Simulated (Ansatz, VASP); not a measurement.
## CaGe2Pd2 in two plane-wave programs

Aim: how closely do two programs agree when they are given the same cell, functional and k mesh? The two relaxations start from unlike cells of this crystal (the structure described is Ansatz's start), so only their ends are compared.

Main program and level: Ansatz 0.2.0; plane waves, with VASP 6.6.1 beside it; relaxation of cell and atoms at LDA.

### Step 1. Starting point

It takes space group I4/mmm (No. 139, tetragonal). Conventional cell: a = 4.322 Å, b = 4.322 Å, c = 9.967 Å, α = 90.00°, β = 90.00°, γ = 90.00°. Ca has 8 Ge at 3.30 Å and 8 Pd at 3.30 Å nearest. Nearest to Ge lie 1 Ge at 2.47 Å and 4 Pd at 2.50 Å and 4 Ca at 3.30 Å. Nearest to Pd lie 4 Ge at 2.50 Å and 4 Pd at 3.06 Å and 4 Ca at 3.30 Å. Farther neighbours are not listed.

### Step 2. Ansatz: relaxation of cell and atoms, LDA

Ansatz runs on its default PAW (the set named soft_2) files.

The relaxed volume is the usual yardstick between codes: in a stiff, nearly cubic crystal its relative difference is about their pressure difference at one cell divided by the bulk modulus.

Input file input.yaml:

```yaml
crystal:
  lattice:
    - [-2.1608, 2.1608, 4.98375]
    - [2.1608, -2.1608, 4.98375]
    - [2.1608, 2.1608, -4.98375]
  atoms:
    - { symbol: Ca, position: [0.0, 0.0, 0.0] }
    - { symbol: Ge, position: [0.3762142, 0.3762142, 0.0] }
    - { symbol: Ge, position: [0.6237858, 0.6237858, 0.0] }
    - { symbol: Pd, position: [0.75, 0.25, 0.5] }
    - { symbol: Pd, position: [0.25, 0.75, 0.5] }
kpoints:
  mp_grid: { grid: [10, 10, 10] }
hamiltonian:
  xc: lda
scf:
  occupations: { method: methfessel_paxton, width: 0.25 }
output:
  forces: true
  stress: true
  eigenvalues: true
relax:
  adjacent_minimum: "off"
  f_tol: 0.005
  max_steps: 60
  cell: { stress_tol: 0.03 }
```

Launch:

```
$ ansatz run input.yaml --threads 4 --pin off --max-ram 16384MiB --backend cpu --events-out ev --progress --plain --runs-dir out
```

Numbers of over 12 decimals in the logs are rounded to 6 here.

The program printed:

```text
Engine: ansatz 0.2.0, x86_64-unknown-linux-gnu
Pseudopotentials: kind: paw
Pseudopotential: Ca, paw, valence charge 10, recommended cutoff 420 eV (normal), Ca.paw.azcp
Pseudopotential: Ge, paw, valence charge 14, recommended cutoff 420 eV (normal), Ge.paw.azcp
Pseudopotential: Pd, paw, valence charge 18, recommended cutoff 420 eV (normal), Pd.paw.azcp
Functional definition: SPW92
  exchange = slater_x
  correlation = pw_c
Crystal: 5 atoms, lattice volume = 93.078 Å³
Basis set: ecut = 420 eV, 1809 PW (Γ)
Bands: 45, of which v1, the nominal top of the filled ones, is band 37 counted from 1 (36 counted from 0)
Symmetry: 16 space group operations
Space group: I4/mmm (ITA 139), of the structure as read, at distance tolerance 4.5e-5 Å
k-points: 102 of 1000
Non-local potential: Ca, projectors of the file, l = 0: 3, l = 1: 2, l = 2: 2
Non-local potential: Ge, projectors of the file, l = 0: 2, l = 1: 2, l = 2: 3, l = 3: 1
Non-local potential: Pd, projectors of the file, l = 0: 2, l = 1: 2, l = 2: 2, l = 3: 1
PAW form: soft (Blöchl's): semilocal exchange-correlation on the pseudo side does not see the compensation charge
PAW frozen core: Ca, regenerated for the run's functional, and the local potential with it (the file was generated under x = pbe(κ = 0.804, μ = 0.219515), c = pbe(β = 0.066725))
PAW frozen core: Ge, regenerated for the run's functional, and the local potential with it (the file was generated under x = pbe(κ = 0.804, μ = 0.219515), c = pbe(β = 0.066725))
PAW frozen core: Pd, regenerated for the run's functional, and the local potential with it (the file was generated under x = pbe(κ = 0.804, μ = 0.219515), c = pbe(β = 0.066725))
PAW one-centre angular grid: Ca, 110 points (default); XC on 64 Gauss nodes
PAW one-centre angular grid: Ge, 590 points (default); XC on 64 Gauss nodes
PAW one-centre angular grid: Pd, 590 points (default); XC on 64 Gauss nodes
Initial density: superposition of atomic densities (neutral atoms: chi_scale 0, normalization atom), corrected by the library's trained network
Initial wavefunctions: pseudopotential atomic-orbital guess
Functional: x = slater, c = lda
SCF iter   1: F=—  HF=-23897.007390 eV  |F-HF|=—  |Δ(HF+E_count)|=         —  Δρ=8.02e-3  dr2=5.04e-2  ethr=1.77e-3  ⟨swp⟩=7.0  Hψ=18026  notcnv=0
preconditioner: auto → Kerker (q_TF=auto, 2.626 Å⁻¹)  [metal: Δε(μ)=0.023 eV  Ē_g=16.537 eV  σ=0.250 eV  W_gap=0.08  n_scr=32 (ndim 8)  ℏωp=28.8 eV  f_vac=0.000  D(μ)=2.60/eV (n_scr^D=14)]
SCF iter   2: F=—  HF=-23896.998351 eV  |F-HF|=—  |Δ(HF+E_count)|=   9.04e-3  S|Δr|=    0.00e0  Δρ=3.71e-3  dr2=1.15e-2  ethr=6.82e-5  ⟨swp⟩=2.3  Hψ=8300  notcnv=0
SCF iter   3: F=—  HF=-23896.996287 eV  |F-HF|=—  |Δ(HF+E_count)|=   2.06e-3  S|Δr|=    0.00e0  Δρ=8.66e-4  dr2=3.68e-4  ethr=1.55e-5  ⟨swp⟩=2.0  Hψ=5543  notcnv=0
SCF iter   4: F=—  HF=-23896.996185 eV  |F-HF|=—  |Δ(HF+E_count)|=   1.02e-4  S|Δr|=    0.00e0  Δρ=3.29e-4  dr2=9.44e-5  ethr=4.97e-7  ⟨swp⟩=2.5  Hψ=8131  notcnv=0
SCF iter   5: F=—  HF=-23896.996172 eV  |F-HF|=—  |Δ(HF+E_count)|=   1.31e-5  S|Δr|=    0.00e0  Δρ=9.21e-5  dr2=9.53e-6  ethr=1.28e-7  ⟨swp⟩=2.0  Hψ=7243  notcnv=0
SCF iter   6: F=—  HF=-23896.996171 eV  |F-HF|=—  |Δ(HF+E_count)|=   1.10e-6  S|Δr|=    0.00e0  Δρ=3.70e-5  dr2=1.95e-6  ethr=1.29e-8  ⟨swp⟩=2.2  Hψ=7452  notcnv=0
SCF iter   7: F=—  HF=-23896.996170 eV  |F-HF|=—  |Δ(HF+E_count)|=   4.37e-7  S|Δr|=    0.00e0  Δρ=1.14e-5  dr2=2.84e-7  ethr=2.64e-9  ⟨swp⟩=2.0  Hψ=7231  notcnv=0
SCF iter   8: F=-23896.996170 eV  HF=-23896.996170 eV  |F-HF|=6.61e-9  |Δ(HF+E_count)|=   9.50e-8  S|Δr|=    0.00e0  Δρ=2.57e-6  dr2=1.02e-8  ethr=1.35e-10  ⟨swp⟩=8.2  Hψ=18802  notcnv=0
SCF 1 converged in 8 iterations: F = -23896.996170 eV  dr2 = 1.02e-8
  greatest PAW one-centre occupation: 0.998 electrons in one spin orbital (limit 2), on the Ge atom at site 2 (counted from 0), in its partial waves of l = 2
relax step   1: F+E_penalty+E_count = -23896.99617021 eV  Δ(F+E_penalty+E_count) = +0.000e0 eV  max|allowed force component| = 4.024e-1 eV/Å  Δτ_max = 0.0000 Å  P = -4.616 GPa  Ω = 93.078 Å³  (8 SCF iters, dr2 threshold 1.00e-7 eV, accepted)
[...]
relax step   4: F+E_penalty+E_count = -23897.06453609 eV  Δ(F+E_penalty+E_count) = -3.107e-4 eV  max|allowed force component| = 2.499e-3 eV/Å  Δτ_max = 0.0026 Å  P = -0.025 GPa  Ω = 89.123 Å³  energy of the carried Pulay correction = +6.651e-4 eV  (5 SCF iters, dr2 threshold 8.94e-8 eV, accepted)
[...]
relax step   5: F+E_penalty+E_count = -23897.06456279 eV  Δ(F+E_penalty+E_count) = -2.670e-5 eV  max|allowed force component| = 7.028e-4 eV/Å  Δτ_max = 0.0010 Å  P = +0.001 GPa  Ω = 89.087 Å³  energy of the carried Pulay correction = +6.714e-4 eV  (6 SCF iters, dr2 threshold 5.17e-9 eV, accepted)
[...]
relax step   6: F+E_penalty+E_count = -23897.06383303 eV  Δ(F+E_penalty+E_count) = +7.298e-4 eV  max|allowed force component| = 6.158e-4 eV/Å  Δτ_max = 0.0000 Å  P = +0.006 GPa  Ω = 89.087 Å³  stress off target by 1.07e-2 GPa  SCF on the basis re-selected at this cell (its energy is not comparable with the rows above)  (7 SCF iters)
basis re-selected at this cell: Δ(F+E_penalty+E_count) = +7.298e-4 eV, ΔP = +0.006 GPa vs the last step (what re-selecting the basis moved, of the pressure what is left beyond the Pulay correction that the steps carried, after the strain that the cell walked since its last selection, with what the two solves' SCF thresholds leave and, on support functions, any second-order correction that the steps lacked; it is no m [...]
SCF converged after 7 iterations
Stability not checked: this state was not tested for a lower state beside it, because cold or Methfessel-Paxton smearing, or corrected tetrahedra, fill the levels in a way that the test cannot read (fill_not_monotonic; see scf.lower_state_search)
Free energy (F): -23897.063833 eV
Harris-Foulkes:  -23897.063833 eV  (|F-HF|=7.28e-12)
Internal energy: -23897.063209 eV  (E = F + TS)
E sigma→0 (E₀):  -23897.063677 eV
Entropy (-TS):   -0.000624 eV (-0.125 meV/atom)
Fermi energy:    13.748803 eV
--- Per-component energies (eV) ---
  E_band       = -756.649325
  E_kinetic    = 1535.995815
  E_local      = -10100.267707  (includes V_loc(G=0)·N_el)
  E_nonlocal   = 1355.721486
  E_hartree    = 4273.282434
  E_xc         = -625.460560
  E_vxc        = -728.820964  (∫ρ·V_xc dr)
  E_paw        = -11945.729102  (= ΣΔE_a)
  E_vpaw       = -1365.843946  (= ΣTr[D̂ρ^β])
  E_aug_tail   = 0.001069  (compensation charges beyond the density's cutoff)
  E_ewald      = -8396.067931
  E_core_change = 5.461286  (= ΣΔE_core)
  E_smearing   = -0.000624  (= −TS)
  E_closure    = 0.000000  (closes the sum)
  Σ components = -23897.063833   (vs F -23897.063833, Δ=0.00e0)
--- Forces (eV/Å), atoms counted from 1 ---
  atom   1  Ca     0.00000000     0.00000000     0.00000000
  atom   2  Ge     0.00000000    -0.00000000    -0.00061579
  atom   3  Ge     0.00000000     0.00000000     0.00061579
  atom   4  Pd    -0.00000000     0.00000000     0.00000000
  atom   5  Pd     0.00000000     0.00000000     0.00000000
  max |Σ_I F_I| component: 2.08e-17 eV/Å
--- Stress (GPa, compression-positive) ---
        0.004288      -0.000000       0.000000
       -0.000000       0.004288       0.000000
        0.000000       0.000000       0.010719
  P = ⅓ Tr σ = 0.0064 GPa (0.064 kbar)
--- Band table (eV; the first three rows and the last of 102) ---
  k-point 0: bands = [... 33 lower, 11.6728, 12.2684, 13.0212, 13.0212, 14.6965, 15.6396, 15.6396, 16.9633, ... 4 higher]
  k-point 1: bands = [... 33 lower, 11.6155, 11.6173, 12.9110, 13.2342, 14.1426, 14.9482, 16.3708, 17.2481, ... 4 higher]
  k-point 2: bands = [... 33 lower, 11.3889, 11.5365, 12.6321, 13.3266, 13.4411, 14.2751, 17.4336, 17.4656, ... 4 higher]
  k-point 101: bands = [... 33 lower, 12.2683, 12.6335, 12.6335, 14.7668, 15.3608, 16.6655, 16.9457, 17.2553, ... 4 higher]
--- Relaxed structure (5 steps of the walk, 5 accepted, 1 SCFs on fresh bases) ---
  F+E_penalty+E_count = -23897.06383303 eV   max|allowed force component| = 6.158e-4 eV/Å   (the final SCF, on the basis selected at the relaxed cell)
  cell:  # Å, volume = 89.0868 Å³
    - [-2.110688, 2.110688, 4.999251]
    - [2.110688, -2.110688, 4.999251]
    - [2.110688, 2.110688, -4.999251]
  atoms:
    - { symbol: Ca, position: [0, 0, 0] }
    - { symbol: Ge, position: [0.376792, 0.376792, 0] }
    - { symbol: Ge, position: [0.623208, 0.623208, 0] }
    - { symbol: Pd, position: [0.75, 0.250000, 0.5] }
    - { symbol: Pd, position: [0.250000, 0.75, 0.5] }
```

### Step 3. VASP: relaxation of cell and atoms, LDA

Its own start cell and the same functional (in two slightly different forms), mesh and smearing now go to VASP, with its own data sets.

Lines of VASP's logs that name or quote its potential files are left out, and so is its time.

Input file INCAR:

```
SYSTEM = CaGe2Pd2
PREC = Accurate
ENCUT = 500
EDIFF = 1E-07
NELM = 120
ISMEAR = 1
SIGMA = 0.25
LREAL = .FALSE.
ALGO = Normal
GGA = CA
NBANDS = 35
LASPH = .TRUE.
LORBIT = 11
LWAVE = .FALSE.
LCHARG = .FALSE.
ISIF = 3
IBRION = 2
NSW = 80
EDIFFG = -0.005
GGA_COMPAT = .FALSE.
NELMIN = 4
KPAR = 2
```

Input file POSCAR:

```
CaGe2Pd2
1.0
   -2.1130446475      2.1130446475      5.0064038622
    2.1130446475     -2.1130446475      5.0064038622
    2.1130446475      2.1130446475     -5.0064038622
Ca Ge Pd
1 2 2
Direct
    0.0000000000      0.0000000000      0.0000000000
    0.3769393678      0.3769393678      0.0000000000
    0.6230606322      0.6230606322      0.0000000000
    0.7500000000      0.2500000000      0.5000000000
    0.2500000000      0.7500000000      0.5000000000
```

Input file KPOINTS:

```
Automatic mesh
0
Gamma
10 10 10
0 0 0
```

Potentials, in the order of the species: Ca_sv, Ge_d and Pd (LDA family, release 64).

Launch:

```
$ mpirun -np 2 vasp_std
```

The program printed:

```text
[banner, memory and clock lines left out]
running    2 mpi-ranks, on    1 nodes
 distrk:  each k-point on    1 cores,    2 groups
 distr:  one band on    1 cores,    1 groups

 POSCAR found type information on POSCAR CaGePd
 POSCAR found :  3 types and       5 ions
 LDA part: xc-table for (Slater(with rela. corr.)+CA(PZ))
 , standard interpolation
 POSCAR, INCAR and KPOINTS ok, starting setup
 FFT: planning ... GRIDC
 FFT: planning ... GRID_SOFT
 FFT: planning ... GRID
 WAVECAR not read
 entering main loop
       N       E                     dE             d eps       ncg     rms          rms(c)
DAV:   1     0.584681644262E+03    0.58468E+03   -0.27733E+04  8696   0.356E+03
DAV:   2     0.571333266125E+02   -0.52755E+03   -0.51500E+03  7164   0.852E+02
DAV:   3    -0.251920674142E+02   -0.82325E+02   -0.80530E+02  7809   0.196E+02
DAV:   4    -0.302465044906E+02   -0.50544E+01   -0.50035E+01 10207   0.544E+01
DAV:   5    -0.304349842496E+02   -0.18848E+00   -0.18820E+00 11288   0.916E+00    0.123E+01
DAV:   6    -0.297938942150E+02    0.64109E+00   -0.85656E+00  8732   0.161E+01    0.646E+00
DAV:   7    -0.294683946630E+02    0.32550E+00   -0.16590E+00  8392   0.901E+00    0.366E+00
DAV:   8    -0.294247648883E+02    0.43630E-01   -0.21929E-01  9015   0.301E+00    0.730E-01
DAV:   9    -0.294135505817E+02    0.11214E-01   -0.53825E-02 10445   0.176E+00    0.213E-01
DAV:  10    -0.294133448942E+02    0.20569E-03   -0.37154E-03  9508   0.428E-01    0.107E-01
DAV:  11    -0.294133097206E+02    0.35174E-04   -0.44400E-04  9371   0.121E-01    0.290E-02
DAV:  12    -0.294133125778E+02   -0.28572E-05   -0.34042E-05  9345   0.352E-02    0.129E-02
DAV:  13    -0.294133128961E+02   -0.31826E-06   -0.52787E-06 10923   0.132E-02    0.267E-03
DAV:  14    -0.294133128838E+02    0.12249E-07   -0.30145E-07  7914   0.310E-03
   1 F= -.29413313E+02 E0= -.29413086E+02  d E =-.294133E+02
 curvature:   0.00 expect dE= 0.000E+00 dE for cont linesearch  0.000E+00
 trial: gam= 0.00000 g(F)=  0.242E-06 g(S)=  0.144E-04 ort = 0.000E+00 (trialstep = 0.100E+01)
 search vector abs. value=  0.146E-04
 bond charge predicted
       N       E                     dE             d eps       ncg     rms          rms(c)
DAV:   1    -0.294135505273E+02   -0.23763E-03   -0.43407E-03  9255   0.709E-01    0.992E-02
DAV:   2    -0.294133666677E+02    0.18386E-03   -0.98148E-04  8483   0.258E-01    0.464E-02
DAV:   3    -0.294133252683E+02    0.41399E-04   -0.12546E-04 10208   0.980E-02    0.244E-02
DAV:   4    -0.294133107799E+02    0.14488E-04   -0.43314E-05 11131   0.538E-02    0.741E-03
DAV:   5    -0.294133103270E+02    0.45293E-06   -0.42644E-06  9471   0.192E-02    0.526E-03
DAV:   6    -0.294133101834E+02    0.14357E-06   -0.96570E-07  9010   0.709E-03    0.238E-03
DAV:   7    -0.294133100999E+02    0.83457E-07   -0.32112E-07  6995   0.585E-03
   2 F= -.29413310E+02 E0= -.29413080E+02  d E =0.278388E-05
 trial-energy change:    0.000003  1 .order    0.000002   -0.000015    0.000018
 step:   0.4020(harm=  0.4452)  dis= 0.00003  next Energy=   -29.413316 (dE=-0.287E-05)
 bond charge predicted
       N       E                     dE             d eps       ncg     rms          rms(c)
DAV:   1    -0.294134009541E+02   -0.90771E-04   -0.15566E-03  9180   0.425E-01    0.593E-02
DAV:   2    -0.294133351334E+02    0.65821E-04   -0.35068E-04  8432   0.154E-01    0.278E-02
DAV:   3    -0.294133203514E+02    0.14782E-04   -0.44794E-05 10163   0.585E-02    0.146E-02
DAV:   4    -0.294133151545E+02    0.51969E-05   -0.15518E-05 11094   0.322E-02    0.442E-03
DAV:   5    -0.294133149930E+02    0.16153E-06   -0.15194E-06  9414   0.115E-02    0.313E-03
DAV:   6    -0.294133149406E+02    0.52391E-07   -0.33625E-07  7922   0.424E-03
   3 F= -.29413315E+02 E0= -.29413087E+02  d E =-.205677E-05
 curvature:  -0.22 expect dE=-0.132E-05 dE for cont linesearch -0.121E-05
 trial: gam=-0.20328 g(F)=  0.860E-07 g(S)=  0.590E-05 ort = 0.895E-05 (trialstep = 0.880E+00)
 search vector abs. value=  0.295E-05
 reached required accuracy - stopping structural energy minimisation
```

OUTCAR, selected parts (step 3):

```text
ion  position               nearest neighbor table
   1  0.000  0.000  0.000-   4 3.28   5 3.28   4 3.28   5 3.28   4 3.28   5 3.28   4 3.28   5 3.28

  LATTYP: Found a body centered tetragonal cell.
 ALAT       =     4.2260892950
 C/A-ratio  =     2.3692844674

 Subroutine GETGRP returns: Found 16 space group operations
 (whereof 16 operations were pure point group operations)

The static configuration has the point symmetry D_4h.

 Found    102 irreducible k-points:

   k-points           NKPTS =    102   k-points in BZ     NKDIM =    102   number of bands    NBANDS=     35

   dimension x,y,z NGX =    48 NGY =   48 NGZ =   48
   dimension x,y,z NGXF=    96 NGYF=   96 NGZF=   96

   ENCUT  =  500.0 eV  36.75 Ry    6.06 a.u.  10.63 10.63 10.63*2*pi/ulx,y,z

   NELECT =      58.0000    total number of electrons

 k-points in reciprocal lattice and weights: Automatic mesh
   0.00000000  0.00000000  0.00000000       0.001
   0.10000000 -0.00000000  0.00000000       0.008
   0.20000000 -0.00000000  0.00000000       0.008
   0.30000000 -0.00000000  0.00000000       0.008
   0.40000000 -0.00000000  0.00000000       0.008
   0.50000000 -0.00000000  0.00000000       0.004
   0.10000000  0.10000000  0.00000000       0.008
   0.20000000  0.10000000  0.00000000       0.016
   0.30000000  0.10000000  0.00000000       0.016
[...]
-0.40000000 -0.40000000  0.40000000       0.002
   0.50000000  0.50000000  0.50000000       0.001

 average (electrostatic) potential at core
       1 -42.0215       2 -72.6372       3 -72.6372       4 -74.0547       5 -74.0547

 E-fermi :   7.2633

 k-point     1 :       0.0000    0.0000    0.0000
  band No.  band energies     occupation
    ...
     25       4.8610      2.00000
     26       5.1902      2.00000
     27       5.7892      2.00000
     28       6.5433      2.00036
     29       6.5433      2.00036
     30       8.2129     -0.00000
     31       9.1419     -0.00000
     32       9.1419     -0.00000
     33      10.4764     -0.00000
     34      10.9263     -0.00000
    ...

 k-point     2 :       0.1000   -0.0000    0.0000
  band No.  band energies     occupation
    ...
     25       4.7970      2.00000
     26       5.2412      2.00000
     27       5.4582      2.00000
     28       6.1975      2.00000
     29       6.8971      2.05839
     30       7.8793     -0.00271
     31       8.9870     -0.00000
     32       9.3217     -0.00000
     33      10.8799     -0.00000
     34      11.2102     -0.00000
    ...

 k-point     3 :       0.2000   -0.0000    0.0000
  band No.  band energies     occupation
    ...
     24       4.6013      2.00000
     25       4.6349      2.00000
     26       4.9614      2.00000
     27       5.3212      2.00000
     28       5.5196      2.00000
     29       7.4028      0.19950
     30       7.5201     -0.05546
     31       8.7984     -0.00000
     32       9.6670     -0.00000
     33      11.2376     -0.00000
    ...

  Total       -0.0174782     -0.0174782     -0.0003547      0.0000000      0.0000000      0.0000000
  in kB       -0.3132603     -0.3132603     -0.0063581      0.0000000      0.0000000      0.0000000
  external PRESSURE =      -0.2109596 kB  Pullay stress =       0.0000000 kB

  energy-cutoff  :      500.00
  volume of cell :       89.39
      direct lattice vectors                 reciprocal lattice vectors
    -2.112824125  2.112824125  5.006278303     0.000000000  0.236650081  0.099874591
     2.112824125 -2.112824125  5.006278303     0.236650081  0.000000000  0.099874591
     2.112824125  2.112824125 -5.006278303     0.236650081  0.236650081  0.000000000

 POSITION                                       TOTAL-FORCE (eV/Angst)
 -----------------------------------------------------------------------------------
      0.00000      0.00000     -0.00000        -0.000000     -0.000000      0.000000
      0.00000      0.00000      3.77410         0.000000      0.000000      0.000944
      0.00000      0.00000      6.23846        -0.000000     -0.000000     -0.000944
      0.00000      2.11282      2.50314        -0.000000     -0.000000     -0.000000
      2.11282      0.00000      2.50314        -0.000000     -0.000000     -0.000000
 -----------------------------------------------------------------------------------
    total drift:                                0.000000     -0.000000      0.000000

  FREE ENERGIE OF THE ION-ELECTRON SYSTEM (eV)
  ---------------------------------------------------
  free  energy   TOTEN  =       -29.4133149406 eV

  energy  without entropy=      -29.4126301409  energy(sigma->0) =      -29.41308667

 reached required accuracy - stopping structural energy minimisation

 total charge
# of ion       s       p       d       tot
------------------------------------------
    1        2.035   5.845   0.264   8.144
    2        1.139   1.261  10.077  12.477
    3        1.139   1.261  10.077  12.477
    4        0.513   0.575   8.594   9.682
    5        0.513   0.575   8.594   9.682
--------------------------------------------------
tot          5.339   9.517  37.606  52.462

[... 3 further parts left out ...]
```

### Step 4. Side by side

Known differences besides the potentials themselves: the two LDA forms differ slightly; the data sets hold 74 valence electrons in Ansatz (on its default PAW (the set named soft_2) files) and 58 in VASP; the cutoff is 420 eV in Ansatz and 500 eV in VASP; VASP's log shows a relativistic correction to its local exchange, Ansatz's none; Ansatz adds a Pulay correction to the stress that steers its cell, VASP none. Total energies have different zeros and are not compared.

The two programs side by side:

```csv
quantity,Ansatz,VASP,difference
volume (Å³),89.09,89.39,-0.34 %
"edge a after relaxation, in the typed setting (Å)",5.823,5.830,-0.13 %
```

### Step 5. Summary of results

```yaml
difference_in_volume_relaxation_of_cell_and_atoms_lda: -0.34 %
```

**Reading.** The difference in volume is -0.34 % (relaxation of cell and atoms, LDA), within the 1.2 % picked in this series as the mark of a large difference, as far as the stopping tolerances let one tell. The data sets hold unlike numbers of valence electrons (74 in Ansatz and 58 in VASP), so part of the differences comes from the potentials. How closely two codes agree says nothing of how well the functional describes the real material.

[Lines on the potential files, build, host, timing and source positions are cut from VASP's logs without a mark.]

[Logs are printed without paths, hosts, clocks, repeated set-up lines and the standing remarks that a program may print on its own settings, such as how far it seeks lower states.]

[Hosts, paths, dates, database ids (printed as entryN), source tags and the programs' standing remarks are cut or masked in the printed files.]
